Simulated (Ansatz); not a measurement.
CO2:

```
O C
1.0
    -1.97473    1.97473    3.01406
     1.97473   -1.97473    3.01406
     1.97473    1.97473   -3.01406
O C
4 2
Direct
  0.87500 0.95980 0.58480
  0.37500 0.29020 0.41520
  0.04020 0.62500 0.91520
  0.70980 0.12500 0.08480
  0.00000 0.00000 0.00000
  0.75000 0.25000 0.50000
```

The cell comes from a database or a generator and needn't be the stable form of this composition.

| Property | Result |
| --- | --- |
| Program | Ansatz 0.2.0 |
| Task | single point |
| Functional | PBEsol |
| Potentials or basis | all-electron LAPW, scalar-relativistic |
| Cutoff | 607 eV (chosen from the basis error) |
| Basis error allowed | 0.001 eV/atom |
| k mesh | 9 × 9 × 9 |
| Occupations | fermi-dirac, width 0.05 eV |
| Spin | no spin polarisation |

On this cell: pressure -6.3 GPa; largest force 0.192 eV/Å; band gap on the k mesh 7.58 eV, indirect (least direct gap 8.04 eV).

The same run follows on a disturbed copy (atoms moved at random, drawn with an rms of 0.05 Å):

```
CELL_PARAMETERS angstrom
-1.97473 1.97473 3.01406
1.97473 -1.97473 3.01406
1.97473 1.97473 -3.01406
ATOMIC_POSITIONS crystal
O 0.88054 0.97488 0.58712
O 0.37704 0.29369 0.41978
O 0.04505 0.62253 0.91223
O 0.69713 0.12298 0.09225
C 0.01305 0.00567 0.00484
C 0.73942 0.25409 0.49068
```

Question: What does the disturbed cell give?

Answer: The energy moves by +42.3 meV/atom; pressure -3.9 GPa; largest force 3.241 eV/Å; band gap on the k mesh 7.21 eV, indirect (least direct gap 7.48 eV).

Forces in eV/Å, atoms in the order of the input:
```
O    0.227  1.425 -1.767
O    0.456 -0.734 -0.679
O    1.417 -0.885  0.953
O   -2.221 -0.586  2.287
C   -0.115 -0.898 -0.984
C    0.235  1.678  0.189
```

Stress tensor (GPa, compression positive):
```
-3.16  2.57  0.41
 2.57 -3.21 -0.47
 0.41 -0.47 -5.39
```

Caveats: an odd mesh through Γ misses points on the zone boundary, where band edges often lie.
